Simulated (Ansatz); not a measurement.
# Transmission past a defect: Al wire along [110], 3 atoms a period, Pt in place of one Al, part 2 of 4

Wanted: the relaxed defect and the transmission past it, beside the channels of the perfect wire.

Ansatz 0.2.0; DFT PBE, plane waves, PAW; relaxation of a wire's period (the session's first sound run).

So far. Step 2 (The relaxed wire): The cell's length comes to 2.501 Å with spin left out. That is -12 % against the start, more than a small adjustment.

## (3) The perfect wire

This step: DFT PBE, plane waves, PAW; channels and complex bands of a perfect wire (Ansatz 0.2.0).

At the relaxed period the Bloch states of the perfect wire are found at each energy: those that move forward count the open channels, and those that decay describe how a disturbance dies away inside the wire itself. An energy step of 0.035 eV is under the 0.039 eV that the program asks for its thermal average at 300 K.

Contents of input.yaml:

```yaml
crystal:
  lattice:
    - [8.82, 0.0, 0.0]
    - [0.0, 9.657, 0.0]
    - [0.0, 0.0, 2.5005734469]
  atoms:
    - { symbol: Al, position: [0.38056872, 0.352254387, 0.0] }
    - { symbol: Al, position: [0.624350088, 0.499985057, 0.5] }
    - { symbol: Al, position: [0.38056872, 0.647715727, 0.0] }
kpoints:
  mp_grid: { grid: [1, 1, 32] }
scf:
  occupations: { method: fermi_dirac, width: 0.05 }
hamiltonian:
  xc: pbe
output:
  transmission:
    e_range: [-1.26, 1.26]
    de: 0.035
    kmesh: [1, 1]
    reduced_basis: true
    leads: [[0, 0]]
basis:
  ecutwfc: "350 eV"
```

The run is started by

```console
> ansatz run input.yaml --threads 4 --pin off --max-ram 16384MiB --backend cpu --events-out ev --progress --plain --runs-dir out
```

Numbers of over 12 decimals in the logs are rounded to 6 here.

Output:

```text
Warning: basis.ecutwfc = 350 eV is below the records' recommended 420 eV, and the density's cutoff is lower with it unless basis.ecutrho_ratio is high enough to keep the records' density cutoff: compare with a run at a higher cutoff
[...]
Crystal: 3 atoms, lattice volume = 212.986 Å³
Basis set: ecut = 350 eV, 3161 PW (Γ)
Bands: 9, of which v1, the nominal top of the filled ones, is band 5 counted from 1 (4 counted from 0)
Symmetry: 4 space group operations
[...]
k-points: 17 of 32
[...]
SCF iter   1: F=—  HF=-1609.849523 eV  |F-HF|=—  |Δ(HF+E_count)|=         —  Δρ=1.61e-3  dr2=1.95e-2  ethr=1.77e-3  ⟨swp⟩=8.3  Hψ=1517  notcnv=0
[...]
SCF iter   6: F=-1609.848694 eV  HF=-1609.848694 eV  |F-HF|=2.03e-8  |Δ(HF+E_count)|=   9.22e-8  Δρ=2.34e-6  dr2=5.16e-8  ethr=1.11e-9  ⟨swp⟩=4.2  Hψ=749  notcnv=0
SCF 1 converged in 6 iterations: F = -1609.848694 eV  dr2 = 5.16e-8
[...]
transmission: 3 of 18 steps passed
transmission: 6 of 18 steps passed
[...]
transmission: 18 of 18 steps passed
SCF converged after 6 iterations
Free energy (F): -1609.848694 eV
[...]
Internal energy: -1609.834023 eV  (E = F + TS)
E sigma→0 (E₀):  -1609.841359 eV
Entropy (-TS):   -0.014671 eV (-4.890 meV/atom)
Fermi energy:    -1.529019 eV
[...]
--- Band table (eV; the first three rows and the last of 17) ---
[...]
--- Transmission ---
  basis      : 619 plane waves across, 3 finite elements along
  points     : 1, standing for a mesh of 1 x 1
  filling    : by the input's occupations and mesh, since the crystals that have channels conduct as metals do. If one of these is a semiconductor, that mesh has misplaced its level
  energies   : 73 from -1.260000 to 1.260000 eV about the Fermi level, 0.035000 eV apart; the leads are filled to 0.000000 eV, and channels, transmission and decay are at 0.000000 eV
  crystal 0  : Al3, at the sites [0, 0], period 2.5006 Å: whole cells are its period
    offset         : up to 0.0000 Å between an atom of the period and one for which it stands
    filled         : 12.2 meV over the level at which it is neutral
    channels       : 5.000000e0 a spin
    conductance    : 4.5483e14 S/m² at 300 K; may be off by some 0.0 % by where its bands' edges are placed, 0.0 % from the distance to neutral
```

Run time: 16 s. Hardware: 4 threads of Arm Neoverse V2, shared host; peak memory 0.59 GiB; 48 s of CPU time.

The column dr2 measures how far the density is from self-consistency, as an energy; F and HF (Harris–Foulkes) agree once it is small.

Numbers from this step:

```
energy at zero smearing                                  : -1609.8414 eV
channels at the energy nearest the Fermi level, one spin : 5
conductance of the lead as this run defines it           : 5.000 G₀
band gap                                                 : 0 eV
```

Table of open channels of the lead, one spin by energy, zero at the Fermi level:

```
energy (eV)  open channels of the lead, one spin
     -1.190                                    2
     -1.085                                    2
     -1.015                                    3
     -0.910                                    3
     -0.805                                    4
     -0.700                                    3
     -0.595                                    3
     -0.490                                    3
     -0.385                                    3
     -0.315                                    3
     -0.210                                    5
     -0.105                                    5
      0.000                                    5
      0.105                                    5
      0.210                                    5
      0.315                                    5
      0.385                                    5
      0.490                                    4
      0.595                                    4
      0.700                                    4
      0.805                                    2
      0.910                                    2
      1.015                                    2
      1.085                                    2
      1.190                                    4
```

The slowest values at each energy, most degenerate partners merged, listed up to 1.5 1/Å. Im kz of the slowest decaying states against energy, zero at the Fermi level:

```
energy (eV)  decay 1 (Å⁻¹)  decay 2 (Å⁻¹)  decay 3 (Å⁻¹)  decay 4 (Å⁻¹)
     -1.190         0.0798          0.183          0.319           1.02
     -1.015         0.0824          0.229          0.995           1.01
     -0.805         0.0785          0.965          0.980           1.03
     -0.595         0.0585         0.0657          0.934          0.950
     -0.385         0.0359         0.0864          0.902          0.920
     -0.210          0.099          0.874          0.893          0.948
      0.000          0.107          0.839          0.861          0.918
      0.210          0.109          0.803          0.827          0.887
      0.385          0.106          0.772          0.797          0.860
      0.595         0.0406         0.0972          0.732          0.760
      0.805         0.0113         0.0452         0.0811          0.690
      1.015         0.0326         0.0331         0.0515          0.646
      1.190         0.0238          0.606          0.643          0.721
```

By hand: the program gives 4.5483 × 10^14 S/m² over the cell's cross-section of 85.17 Å² = 8.517 × 10^-19 m², so one cell conducts 3.874 × 10^-4 S. Divided by G0 = 2e²/h = 7.748 × 10^-5 S this is 5.00 G0, a resistance of 2.58 kΩ.

At the computed energy nearest the Fermi level there are 5 channels a spin, and the thermal average gives 5.00 G₀.

## (4) Relaxing the junction

This step: DFT PBE, plane waves, PAW; relaxation of a junction in a wire, ends held (Ansatz 0.2.0).

System of this step: Al wire along [110], 3 atoms a period, Pt in place of one Al. The cell holds 27 atoms: 26 Al and 1 Pt. Cell: a = 8.820 Å, b = 9.657 Å, c = 22.505 Å, α = 90.0°, β = 90.0°, γ = 90.0°. Regions: held atoms, 18 atoms (18 Al); free atoms, 9 atoms (8 Al and 1 Pt). Vacuum lies along a and b. The structure's axis is c.

9 atoms at the defect are free to relax, while 18 stay where the perfect wire has them, so that the ends still repeat as a lead. The cutoff is set under the files' recommended one to save time.

Contents of input.yaml:

```yaml
crystal:
  lattice:
    - [8.82, 0.0, 0.0]
    - [0.0, 9.657, 0.0]
    - [0.0, 0.0, 22.5051610223]
  atoms:
    - { symbol: Al, position: [0.38056872, 0.352254387, 0.0] }
    - { symbol: Al, position: [0.624350088, 0.499985057, 0.055555556] }
    - { symbol: Al, position: [0.38056872, 0.647715727, 0.0] }
    - { symbol: Al, position: [0.38056872, 0.352254387, 0.111111111] }
    - { symbol: Al, position: [0.624350088, 0.499985057, 0.166666667] }
    - { symbol: Al, position: [0.38056872, 0.647715727, 0.111111111] }
    - { symbol: Al, position: [0.38056872, 0.352254387, 0.222222222] }
    - { symbol: Al, position: [0.624350088, 0.499985057, 0.277777778] }
    - { symbol: Al, position: [0.38056872, 0.647715727, 0.222222222] }
    - { symbol: Al, position: [0.38056872, 0.352254387, 0.333333333] }
    - { symbol: Al, position: [0.624350088, 0.499985057, 0.388888889] }
    - { symbol: Al, position: [0.38056872, 0.647715727, 0.333333333] }
    - { symbol: Al, position: [0.38056872, 0.352254387, 0.444444444] }
    - { symbol: Pt, position: [0.624350088, 0.499985057, 0.5], spin: 0.6 }
    - { symbol: Al, position: [0.38056872, 0.647715727, 0.444444444] }
    - { symbol: Al, position: [0.38056872, 0.352254387, 0.555555556] }
    - { symbol: Al, position: [0.624350088, 0.499985057, 0.611111111] }
    - { symbol: Al, position: [0.38056872, 0.647715727, 0.555555556] }
    - { symbol: Al, position: [0.38056872, 0.352254387, 0.666666667] }
    - { symbol: Al, position: [0.624350088, 0.499985057, 0.722222222] }
    - { symbol: Al, position: [0.38056872, 0.647715727, 0.666666667] }
    - { symbol: Al, position: [0.38056872, 0.352254387, 0.777777778] }
    - { symbol: Al, position: [0.624350088, 0.499985057, 0.833333333] }
    - { symbol: Al, position: [0.38056872, 0.647715727, 0.777777778] }
    - { symbol: Al, position: [0.38056872, 0.352254387, 0.888888889] }
    - { symbol: Al, position: [0.624350088, 0.499985057, 0.944444444] }
    - { symbol: Al, position: [0.38056872, 0.647715727, 0.888888889] }
magnetization:
  spin_polarized: true
kpoints:
  mp_grid: { grid: [1, 1, 2] }
scf:
  occupations: { method: fermi_dirac, width: 0.1 }
hamiltonian:
  xc: pbe
relax:
  constraints:
    - { sites: [0, 1, 2, 3, 4, 5, 6, 7, 8, 18, 19, 20, 21, 22, 23, 24, 25, 26] }
  f_tol: 0.06
  max_steps: 35
basis:
  ecutwfc: "350 eV"
```

Output:

```text
[...]
Warning: crystal.symmetry: narrowed to the stabiliser of the relax constraints — unitary ops 4 → 2; lowered at sites 9, 11, 18, 20 (the operations that carried what is held of a site onto what its image site leaves free; the constrained walk keeps no symmetry that its constraints do not admit)
[...]
Crystal: 27 atoms, lattice volume = 1916.871 Å³
Basis set: ecut = 350 eV, 28495 PW (Γ), exchange–correlation on 108×120×288 points (8 copies of the dense FFT grid, shifted against one another)
Bands: 76, of which v1, the nominal top of the filled ones, is band 48 counted from 1 (47 counted from 0)
Symmetry: 2 space group operations
k-points: 2
[...]
Starting moments: Σ|m| = 0.6 μB on 1 of 27 sites
[...]
SCF iter   1: F=—  HF=-26481.272791 eV  |F-HF|=—  |Δ(HF+E_count)|=         —  Δρ=1.02e-2 (↑1.02e-2 ↓9.54e-3)  dr2=2.46e1  dr2_m=4.59e-2  M=0.227 μB ∫|m|=0.367 μB  β_m=0.30  ethr=3.10e-3  ⟨swp⟩=9.0  Hψ=1808  notcnv=0
[...]
spin=Collinear: LDOS preconditioning applied to the charge; magnetization (m = ρ↑ − ρ↓) channel mixes plain (no charge-response kernel on spin).
SCF iter   2: F=—  HF=-26477.601526 eV  |F-HF|=—  |Δ(HF+E_count)|=    3.67e0  Δρ=6.73e-3 (↑6.73e-3 ↓6.33e-3)  dr2=9.22e0  dr2_m=3.14e-2  M=0.190 μB ∫|m|=0.309 μB  β_m=0.53  ethr=3.10e-3  ⟨swp⟩=3.0  Hψ=614  notcnv=0  defer=12
[...]
SCF iter  10: F=-26475.558749 eV  HF=-26475.558749 eV  |F-HF|=1.71e-7  |Δ(HF+E_count)|=   9.78e-7  Δρ=1.77e-6 (↑1.75e-6 ↓1.77e-6)  dr2=1.23e-7  dr2_m=3.34e-8  M=0.002 μB ∫|m|=0.004 μB  ethr=1.72e-9  ⟨swp⟩=2.0  Hψ=515  notcnv=0
WARN: the starting moments were not kept: the SCF closed with an absolute magnetisation of 4.2e-3 μB, where they sum to 0.6 μB in size (1 site). That is at most 0.1 of that sum. Measured as dr2_m measures the in/out step, that magnetisation stands 1.2e-7 eV from none, at or under the dr2_threshold of 9.0e-5 eV: it is no larger than a step whose dr2_m would equal this threshold. The system may hold no moment; this SCF [...]
SCF 1 converged in 10 iterations: F = -26475.558749 eV  dr2 = 1.23e-7
[...]
relax step   1: F+E_penalty+E_count = -26475.55874895 eV  Δ(F+E_penalty+E_count) = +0.000e0 eV  max|allowed force component| = 2.101e0 eV/Å  Δτ_max = 0.0000 Å  (10 SCF iters, dr2 threshold 9.00e-5 eV, accepted)
[...]
Starting moments: Σ|m| = 0.6 μB on 1 of 27 sites; this step starts from the density that it was given
[...]
SCF iter   7: F=-26475.983509 eV  HF=-26475.983509 eV  |F-HF|=3.09e-7  |Δ(HF+E_count)|=   4.22e-6  Δρ=2.03e-6 (↑2.03e-6 ↓2.01e-6)  dr2=2.11e-7  dr2_m=2.46e-8  M=-0.000 μB ∫|m|=0.001 μB  ethr=3.70e-9  ⟨swp⟩=1.0  Hψ=840  notcnv=0
the starting moments were not kept: the SCF closed with an absolute magnetisation of 1.3e-3 μB, where they sum to 0.6 μB in size (1 site). That is at most 0.1 of that sum. Measured as dr2_m measures the in/out step, that magnetisation stands 1.5e-8 eV from none, at or under the dr2_threshold of 1.0e-4 eV: it is no larger than a step whose dr2_m would equal this threshold.
SCF 2 converged in 7 iterations: F = -26475.983509 eV  dr2 = 2.11e-7
relax step   2: F+E_penalty+E_count = -26475.98350930 eV  Δ(F+E_penalty+E_count) = -4.248e-1 eV  max|allowed force component| = 1.442e0 eV/Å  Δτ_max = 0.1980 Å  (7 SCF iters, dr2 threshold 1.00e-4 eV, accepted)
SCF iter   1: F=—  HF=-26476.259833 eV  |F-HF|=—  |Δ(HF+E_count)|=         —  Δρ=1.97e-3 (↑1.97e-3 ↓1.41e-3)  dr2=2.13e-1  dr2_m=1.70e-2  M=-0.009 μB ∫|m|=0.042 μB  β_m=0.30  ethr=1.40e-3  ⟨swp⟩=4.2  Hψ=907  notcnv=0
[...]
SCF iter   7: F=-26476.247585 eV  HF=-26476.247586 eV  |F-HF|=8.45e-7  |Δ(HF+E_count)|=   1.12e-5  Δρ=4.43e-6 (↑3.61e-6 ↓4.43e-6)  dr2=2.14e-6  dr2_m=2.93e-8  M=-0.000 μB ∫|m|=0.001 μB  ethr=2.91e-8  ⟨swp⟩=1.5  Hψ=796  notcnv=0
[...]
SCF 3 converged in 7 iterations: F = -26476.247585 eV  dr2 = 2.14e-6
relax step   3: F+E_penalty+E_count = -26476.24758495 eV  Δ(F+E_penalty+E_count) = -2.641e-1 eV  max|allowed force component| = 5.793e-1 eV/Å  Δτ_max = 0.1949 Å  (7 SCF iters, dr2 threshold 1.00e-4 eV, accepted)
[...]
relax step   4: F+E_penalty+E_count = -26476.50844138 eV  Δ(F+E_penalty+E_count) = -2.609e-1 eV  max|allowed force component| = 2.419e-1 eV/Å  Δτ_max = 0.1913 Å  (7 SCF iters, dr2 threshold 5.41e-5 eV, accepted)
[...]
relax step   5: F+E_penalty+E_count = -26476.72237178 eV  Δ(F+E_penalty+E_count) = -2.139e-1 eV  max|allowed force component| = 2.037e-1 eV/Å  Δτ_max = 0.1957 Å  (8 SCF iters, dr2 threshold 9.44e-6 eV, accepted)
[...]
relax step   6: F+E_penalty+E_count = -26476.80091440 eV  Δ(F+E_penalty+E_count) = -7.854e-2 eV  max|allowed force component| = 1.703e-1 eV/Å  Δτ_max = 0.1929 Å  (7 SCF iters, dr2 threshold 7.24e-6 eV, accepted)
[...]
relax step   7: F+E_penalty+E_count = -26476.81799232 eV  Δ(F+E_penalty+E_count) = -1.708e-2 eV  max|allowed force component| = 1.337e-1 eV/Å  Δτ_max = 0.1739 Å  (6 SCF iters, dr2 threshold 2.03e-5 eV, accepted)
[...]
relax step   8: F+E_penalty+E_count = -26476.82634208 eV  Δ(F+E_penalty+E_count) = -8.350e-3 eV  max|allowed force component| = 5.867e-2 eV/Å  Δτ_max = 0.0593 Å  (5 SCF iters, dr2 threshold 1.10e-5 eV, accepted)
[...]
SCF iter   4: F=-26476.826343 eV  HF=-26476.826343 eV  |F-HF|=1.63e-9  |Δ(HF+E_count)|=   2.45e-7  Δρ=1.96e-7 (↑1.90e-7 ↓1.96e-7)  dr2=4.48e-9  dr2_m=1.09e-11  M=-0.000 μB ∫|m|=0.000 μB  ethr=1.04e-10  ⟨swp⟩=4.0  Hψ=838  notcnv=0
[...]
SCF 9 converged in 4 iterations: F = -26476.826343 eV  dr2 = 4.48e-9
relax step   9: F+E_penalty+E_count = -26476.82634318 eV  Δ(F+E_penalty+E_count) = -1.100e-6 eV  max|allowed force component| = 5.884e-2 eV/Å  Δτ_max = 0.0000 Å  (4 SCF iters, accepted)
SCF converged after 4 iterations
Magnetization: -0.0000 μB (48.0000 up, 48.0000 down)
Absolute magnetization: 0.0001 μB (∫|ρ↑−ρ↓|, with the PAW one-centre terms)
[...]
Per-site moments (μB) at R_I (Å): [(5.858126546205433e-7, 1.031487), (-5.437998414267779e-7, 1.031487), (5.858126546312961e-7, 1.031487), (-4.801209879028179e-7, 1.031487), (1.93403340637741e-7, 1.031487), (-4.801209878263239e-7, 1.031487), (9.044180108784198e-7, 1.031487), (2.1453605202666085e-7, 1.031487), (9.044180109336432e-7, 1.031487), (-1.1973304442279299e-6, 1.035644), (-9.780768537445957e-7, 1.035464), (-1.1 [...]
Free energy (F): -26476.826343 eV
[...]
Internal energy: -26476.322045 eV  (E = F + TS)
E sigma→0 (E₀):  -26476.574194 eV
Entropy (-TS):   -0.504298 eV (-18.678 meV/atom)
Fermi energy:    -1.337868 eV
[...]
--- Forces (eV/Å), atoms counted from 1 ---
  atom   1  Al    -0.00176946    -0.03116832     0.00047788
  atom   2  Al    -0.03580081     0.00000000    -0.06342493
  atom   3  Al    -0.00176946     0.03116832     0.00047788
  atom   4  Al     0.00241095    -0.12662595     0.00568103
  atom   5  Al    -0.03250204     0.00000000    -0.01086891
  atom   6  Al     0.00241095     0.12662595     0.00568103
  atom   7  Al     0.11219213    -0.12853834     0.00257724
  atom   8  Al    -0.14947371     0.00000000     0.20766669
  atom   9  Al     0.11219213     0.12853834     0.00257724
  atom  10  Al    -0.00511372    -0.00199130    -0.01287722
  atom  11  Al     0.05883983     0.00000000    -0.00798469
  atom  12  Al    -0.00511372     0.00199130    -0.01287722
  atom  13  Al    -0.03072945    -0.03378632    -0.02166444
  atom  14  Pt     0.03130588     0.00000000     0.00796289
  atom  15  Al    -0.03072945     0.03378632    -0.02166444
  atom  16  Al    -0.00452286    -0.01093209    -0.00359493
  atom  17  Al     0.01472460     0.00000000     0.01066894
  atom  18  Al    -0.00452286     0.01093209    -0.00359493
  atom  19  Al    -0.04799654     0.11615594     0.04599643
  atom  20  Al     0.03059147     0.00000000    -0.21954200
  atom  21  Al    -0.04799654    -0.11615594     0.04599643
  atom  22  Al     0.01377395    -0.00709740    -0.00483777
  atom  23  Al     0.01234877     0.00000000    -0.03518486
  atom  24  Al     0.01377395     0.00709740    -0.00483777
  atom  25  Al     0.05056026    -0.12532856     0.00575419
  atom  26  Al    -0.10765890     0.00000000     0.07569579
  atom  27  Al     0.05056026     0.12532856     0.00575419
  max |Σ_I F_I| component: 1.44e-5 eV/Å
--- Relaxed structure (9 steps of the walk, 9 accepted, 0 SCFs on fresh bases) ---
  F+E_penalty+E_count = -26476.82634318 eV   max|allowed force component| = 5.884e-2 eV/Å
  atoms:
    - { symbol: Al, position: [0.380569, 0.352254, 0.0] }
    - { symbol: Al, position: [0.624350088, 0.499985, 0.055555556] }
    - { symbol: Al, position: [0.380569, 0.647715727, 0.0] }
    - { symbol: Al, position: [0.380569, 0.352254, 0.111111] }
    - { symbol: Al, position: [0.624350088, 0.499985, 0.166666667] }
    - { symbol: Al, position: [0.380569, 0.647715727, 0.111111] }
    - { symbol: Al, position: [0.380569, 0.352254, 0.222222] }
    - { symbol: Al, position: [0.624350088, 0.499985, 0.277778] }
    - { symbol: Al, position: [0.380569, 0.647715727, 0.222222] }
    - { symbol: Al, position: [0.355492, 0.361031, 0.333284] }
    - { symbol: Al, position: [0.606645, 0.499985, 0.390687] }
    - { symbol: Al, position: [0.355492, 0.638939, 0.333284] }
    - { symbol: Al, position: [0.421061, 0.304754, 0.441592] }
    - { symbol: Pt, position: [0.538863, 0.499985, 0.499017] }
    - { symbol: Al, position: [0.421061, 0.695216, 0.441592] }
    - { symbol: Al, position: [0.417483, 0.306612, 0.556072] }
    - { symbol: Al, position: [0.609770, 0.499985, 0.607237] }
    - { symbol: Al, position: [0.417483, 0.693358, 0.556072] }
    - { symbol: Al, position: [0.380569, 0.352254, 0.666666667] }
    - { symbol: Al, position: [0.624350088, 0.499985, 0.722222] }
    - { symbol: Al, position: [0.380569, 0.647715727, 0.666666667] }
    - { symbol: Al, position: [0.380569, 0.352254, 0.777777778] }
    - { symbol: Al, position: [0.624350088, 0.499985, 0.833333] }
    - { symbol: Al, position: [0.380569, 0.647715727, 0.777777778] }
    - { symbol: Al, position: [0.380569, 0.352254, 0.888888889] }
    - { symbol: Al, position: [0.624350088, 0.499985, 0.944444444] }
    - { symbol: Al, position: [0.380569, 0.647715727, 0.888888889] }
```

It took 70 s on 4 threads; peak memory 2.4 GiB.

The steps of the relaxation:

```
step  energy less that of the first step (eV)  largest force component (eV/Å)
   1                                   0.0000                          2.1010
   2                                  -0.4248                          1.4422
   3                                  -0.6888                          0.5793
   4                                  -0.9497                          0.2419
   5                                  -1.1636                          0.2037
   6                                  -1.2422                          0.1703
   7                                  -1.2592                          0.1337
   8                                  -1.2676                          0.0587
   9                                  -1.2676                          0.0588
```

The atoms that moved most (Å):

```
atom      dx      dy      dz  length
Pt14  -0.754   0.000  -0.022   0.754
Al13   0.357  -0.459  -0.064   0.585
Al15   0.357   0.459  -0.064   0.585
Al16   0.326  -0.441   0.012   0.548
Al18   0.326   0.441   0.012   0.548
Al10  -0.221   0.085  -0.001   0.237
Al12  -0.221  -0.085  -0.001   0.237
Al11  -0.156   0.000   0.040   0.161
```

This step gave:

| Quantity | Value |
| --- | --- |
| energy at zero smearing | -26476.5742 eV |

The largest force component on a free atom ends at 0.059 eV/Å, under the limit of 0.06. Pt ends nearest to Al at 2.51 Å, Al at 2.51 Å, Al at 2.51 Å, Al at 2.51 Å, Al at 2.51 Å and Al at 2.51 Å. 4 atoms of the wire itself, hydrogen apart, moved by over 0.45 Å, up to 0.58 Å.

[end of part 2 of 4]

[Logs are printed without paths, hosts, clocks, repeated set-up lines and the standing remarks that a program may print on its own settings, such as how far it seeks lower states.]

[Hosts, paths, dates, database ids (printed as entryN), source tags and the programs' standing remarks are cut or masked in the printed files.]
